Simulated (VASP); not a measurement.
# SnTe (F-43m) in VASP: further runs, part 2 of 2

VASP 6.6.1. Earlier steps stand in the parts before.

### 4 Dielectric tensor, PBEsol

Contents of INCAR:

```
SYSTEM = SnTe
PREC = Accurate
ENCUT = 340
EDIFF = 1E-8
ISMEAR = 0
SIGMA = 0.01
LREAL = .FALSE.
LASPH = .TRUE.
NELM = 100
ALGO = Normal
ISIF = 2
LWAVE = .FALSE.
LCHARG = .FALSE.
GGA = PS
LEPSILON = .TRUE.
```

Contents of KPOINTS:

```
regular mesh
0
G
  9 9 9
  0 0 0
```

Contents of POSCAR:

```
SnTe
1.0
    0.0000000000      3.6111460000      3.6111460000
    3.6111460000      0.0000000000      3.6111460000
    3.6111460000      3.6111460000      0.0000000000
Te Sn
1 1
Direct
    0.2500000000      0.2500000000      0.2500000000
    0.0000000000      0.0000000000      0.0000000000
```

Potentials or basis: VASP PAW PBE potentials, release 64 (Te, Sn_d).

Command:

```sh
cat potpaw_PBE.64/Te/POTCAR potpaw_PBE.64/Sn_d/POTCAR > POTCAR
mpirun -np 1 vasp_std > vasp.out
```

OUTCAR:

```text
SYSTEM = SnTe
   PREC = Accurate
   ENCUT = 340
   EDIFF = 1E-8
   ISMEAR = 0
   LREAL = .FALSE.
   LASPH = .TRUE.
   NELM = 100
   ISIF = 2
   GGA = PS
   LEPSILON = .TRUE.

 Found     35 irreducible k-points:

 Following reciprocal coordinates:
            Coordinates               Weight
  0.000000  0.000000  0.000000      1.000000
  0.111111  0.000000  0.000000      8.000000
  0.222222  0.000000  0.000000      8.000000
  0.333333  0.000000  0.000000      8.000000
  0.444444  0.000000  0.000000      8.000000
  0.111111  0.111111  0.000000      6.000000
   k-points           NKPTS =     35   k-points in BZ     NKDIM =     35   number of bands    NBANDS=     14
   number of dos      NEDOS =    301   number of ions     NIONS =      2
   total plane-waves  NPLWV =  32768
   dimension x,y,z NGX =    32 NGY =   32 NGZ =   32
   dimension x,y,z NGXF=    64 NGYF=   64 NGZF=   64
   ions per type =               1   1
   NGX,Y,Z   is equivalent  to a cutoff of  10.42, 10.42, 10.42 a.u.
   NGXF,Y,Z  is equivalent  to a cutoff of  20.83, 20.83, 20.83 a.u.
 SYSTEM =  SnTe
   PREC   = accura    normal or accurate (medium, high low for compatibility)
   ISTART =      0    job   : 0-new  1-cont  2-samecut
   ICHARG =      2    charge: 1-file 2-atom 10-const
[... 214 lines left out ...]
  ---------------------------------------------------
  free energy    TOTEN  =        -3.42007256 eV

  energy without entropy =       -3.42007256

------------------------ aborting loop because EDIFF is reached ----------------------------------------

 PIEZOELECTRIC TENSOR FIELD DIRECTION 3  (e Angst)
 -----------------------------------------------------------------------------
     0.00819 -5.58198  0.00000           ( -0.00001 -0.02765  0.00000)
    -5.58198  0.00819  0.00000           ( -0.02765 -0.00001  0.00000)
     0.00000  0.00000 -0.01650           (  0.00000  0.00000 -0.00000)

 PIEZOELECTRIC TENSOR FIELD DIRECTION 3  (C/m^2)
 -----------------------------------------------------------------------------
     0.00139 -0.94958  0.00000
    -0.94958  0.00139  0.00000
     0.00000  0.00000 -0.00281

 MACROSCOPIC STATIC DIELECTRIC TENSOR (including local field effects in DFT)
 ------------------------------------------------------
          13.388854     0.000000    -0.000000
           0.000000    13.388854     0.000000
           0.000000     0.000000    13.388854
 ------------------------------------------------------

 PIEZOELECTRIC TENSOR (including local field effects)  for field in x, y, z        (e  Angst)
          XX          YY          ZZ          XY          YZ          ZX
  --------------------------------------------------------------------------------
  x    -0.00000    -0.00000     0.00000     0.00000    -5.56978     0.00000
  y     0.00000     0.00000     0.00000     0.00000     0.00000    -5.56978
  z    -0.00000     0.00000    -0.00000    -5.56978     0.00000     0.00000

 PIEZOELECTRIC TENSOR (including local field effects)  for field in x, y, z        (C/m^2)
          XX          YY          ZZ          XY          YZ          ZX
  --------------------------------------------------------------------------------
  x    -0.00000    -0.00000     0.00000     0.00000    -0.94751     0.00000
  y     0.00000     0.00000     0.00000     0.00000     0.00000    -0.94751
  z    -0.00000     0.00000    -0.00000    -0.94751     0.00000     0.00000

 BORN EFFECTIVE CHARGES (including local field effects) (in |e|, cummulative output)
 ---------------------------------------------------------------------------------
 ion    1
    1    -2.15122    -0.00000    -0.00000
    2    -0.00000    -2.15122    -0.00000
    3     0.00000     0.00000    -2.15122
 ion    2
    1     2.15122     0.00000     0.00000
    2     0.00000     2.15122     0.00000
    3     0.00000    -0.00000     2.15122
```

Wall time 4.2 min (1 thread of Intel Xeon Platinum 8488C (Sapphire Rapids), shared host); peak memory 0.38 GiB.

The run converged, but some of its settings lie outside the range that counts as converged, so its numbers aren't taken as properties of the crystal.

Results:

* Band gap on the k mesh: 0.16 eV, indirect (least direct gap 0.78 eV)
* Electronic dielectric tensor (diagonal): 13.39
* Born charges (mean of the diagonal): Te -2.15; Sn +2.15 e

Caveat: the gap is small at this level, which inflates the dielectric constant; the PAW data sets were made with another functional, which shifts forces and pressure a little; spin-orbit coupling is left out, which moves the levels of the heavy elements; an odd mesh through Γ misses points on the zone boundary, where band edges often lie.

### 5 Dielectric tensor, PBEsol

INCAR, as its differences from that of step 4:

```diff
@@ -2,3 +2,3 @@
 PREC = Accurate
-ENCUT = 340
+ENCUT = 400
 EDIFF = 1E-8
```

KPOINTS is that of step 4.

POSCAR is that of step 4.

Potentials or basis: VASP PAW PBE potentials, release 64 (Te, Sn_d).

Command:

```sh
cat potpaw_PBE.64/Te/POTCAR potpaw_PBE.64/Sn_d/POTCAR > POTCAR
mpirun -np 1 vasp_std > vasp.out
```

OUTCAR:

```text
SYSTEM = SnTe
   PREC = Accurate
   ENCUT = 400
   EDIFF = 1E-8
   ISMEAR = 0
   LREAL = .FALSE.
   LASPH = .TRUE.
   NELM = 100
   ISIF = 2
   GGA = PS
   LEPSILON = .TRUE.

 Found     35 irreducible k-points:

 Following reciprocal coordinates:
            Coordinates               Weight
  0.000000  0.000000  0.000000      1.000000
  0.111111  0.000000  0.000000      8.000000
  0.222222  0.000000  0.000000      8.000000
  0.333333  0.000000  0.000000      8.000000
  0.444444  0.000000  0.000000      8.000000
  0.111111  0.111111  0.000000      6.000000
   k-points           NKPTS =     35   k-points in BZ     NKDIM =     35   number of bands    NBANDS=     14
   number of dos      NEDOS =    301   number of ions     NIONS =      2
   total plane-waves  NPLWV =  46656
   dimension x,y,z NGX =    36 NGY =   36 NGZ =   36
   dimension x,y,z NGXF=    72 NGYF=   72 NGZF=   72
   ions per type =               1   1
   NGX,Y,Z   is equivalent  to a cutoff of  11.72, 11.72, 11.72 a.u.
   NGXF,Y,Z  is equivalent  to a cutoff of  23.44, 23.44, 23.44 a.u.
 SYSTEM =  SnTe
   PREC   = accura    normal or accurate (medium, high low for compatibility)
   ISTART =      0    job   : 0-new  1-cont  2-samecut
   ICHARG =      2    charge: 1-file 2-atom 10-const
   ISPIN  =      1    spin polarized calculation?
   LNONCOLLINEAR =      F non collinear calculations
   LSORBIT =      F    spin-orbit coupling
   LASPH  =      T    aspherical Exc in radial PAW
   ENCUT  =  400.0 eV  29.40 Ry    5.42 a.u.   8.33  8.33  8.33*2*pi/ulx,y,z
   NELM   =    100;   NELMIN=  2; NELMDL= -5     # of ELM steps
   EDIFF  = 0.1E-07   stopping-criterion for ELM
   LREAL  =      F    real-space projection
   EDIFFG = 0.1E-06   stopping-criterion for IOM
   NSW    =      0    number of steps for IOM
   IBRION =     -1    ionic relax: 0-MD 1-quasi-New 2-CG
   NFREE  =      0    steps in history (QN), initial steepest desc. (CG)
   ISIF   =      2    stress and relaxation
   ISYM   =      2    0-nonsym 1-usesym 2-fastsym
   POTIM  = 0.5000    time-step for ionic-motion
   TEBEG  =    0.0;   TEEND  =   0.0 temperature during run
[... 177 lines left out ...]
           0.000000    14.799527     0.000000
           0.000000     0.000000    14.799527
 ------------------------------------------------------

 Free energy of the ion-electron system (eV)
  ---------------------------------------------------
  ---------------------------------------------------
  free energy    TOTEN  =        -3.42347122 eV

  energy without entropy =       -3.42347122

------------------------ aborting loop because EDIFF is reached ----------------------------------------

--------------------------------------- Ionic step        2  -------------------------------------------

------------------------ aborting loop because EDIFF is reached ----------------------------------------

--------------------------------------- Ionic step        3  -------------------------------------------

 Free energy of the ion-electron system (eV)
  ---------------------------------------------------
  ---------------------------------------------------
  free energy    TOTEN  =        -3.42355627 eV

  energy without entropy =       -3.42355627

------------------------ aborting loop because EDIFF is reached ----------------------------------------

 PIEZOELECTRIC TENSOR FIELD DIRECTION 3  (e Angst)
 -----------------------------------------------------------------------------
     0.00808 -5.57733  0.00000           ( -0.00001 -0.02761  0.00000)
    -5.57733  0.00808  0.00000           ( -0.02761 -0.00001  0.00000)
     0.00000  0.00000 -0.01626           (  0.00000  0.00000 -0.00000)

 PIEZOELECTRIC TENSOR FIELD DIRECTION 3  (C/m^2)
 -----------------------------------------------------------------------------
     0.00137 -0.94879  0.00000
    -0.94879  0.00137  0.00000
     0.00000  0.00000 -0.00277

 MACROSCOPIC STATIC DIELECTRIC TENSOR (including local field effects in DFT)
 ------------------------------------------------------
          13.388253    -0.000000     0.000000
           0.000000    13.388253     0.000000
          -0.000000     0.000000    13.388253
 ------------------------------------------------------

 PIEZOELECTRIC TENSOR (including local field effects)  for field in x, y, z        (e  Angst)
          XX          YY          ZZ          XY          YZ          ZX
  --------------------------------------------------------------------------------
  x     0.00000     0.00000    -0.00000     0.00000    -5.56514     0.00000
  y     0.00000    -0.00000    -0.00000     0.00000    -0.00000    -5.56514
  z    -0.00000    -0.00000    -0.00000    -5.56514     0.00000     0.00000

 PIEZOELECTRIC TENSOR (including local field effects)  for field in x, y, z        (C/m^2)
          XX          YY          ZZ          XY          YZ          ZX
  --------------------------------------------------------------------------------
  x     0.00000     0.00000    -0.00000     0.00000    -0.94672     0.00000
  y     0.00000    -0.00000    -0.00000     0.00000    -0.00000    -0.94672
  z    -0.00000    -0.00000    -0.00000    -0.94672     0.00000     0.00000

 BORN EFFECTIVE CHARGES (including local field effects) (in |e|, cummulative output)
 ---------------------------------------------------------------------------------
 ion    1
    1    -2.15275     0.00000     0.00000
    2     0.00000    -2.15275     0.00000
    3     0.00000     0.00000    -2.15275
 ion    2
    1     2.15275    -0.00000    -0.00000
    2     0.00000     2.15275     0.00000
    3     0.00000     0.00000     2.15275
```

It took 6.6 min on 1 thread of Intel Xeon Platinum 8488C (Sapphire Rapids), shared host; peak memory 0.46 GiB.

The run converged, but some of its settings lie outside the range that counts as converged, so its numbers aren't taken as properties of the crystal.

What came out:

* Band gap on the k mesh: 0.16 eV, indirect (least direct gap 0.78 eV)
* Electronic dielectric tensor (diagonal): 13.39
* Born charges (mean of the diagonal): Te -2.15; Sn +2.15 e

Caveat: the gap is small at this level, which inflates the dielectric constant; the PAW data sets were made with another functional, which shifts forces and pressure a little; spin-orbit coupling is left out, which moves the levels of the heavy elements; an odd mesh through Γ misses points on the zone boundary, where band edges often lie.

### 6 For comparison

An earlier run on the cell as given: functional PBEsol; potentials or basis VASP PAW PBE potentials, release 64 (Te, Sn_d); cutoff 520 eV; k mesh 7 × 7 × 7; occupations fermi-dirac, width 0.05 eV; no spin polarisation.

- Pressure: -1.4 GPa
- Band gap on the k mesh: 0.28 eV, indirect (least direct gap 0.79 eV)
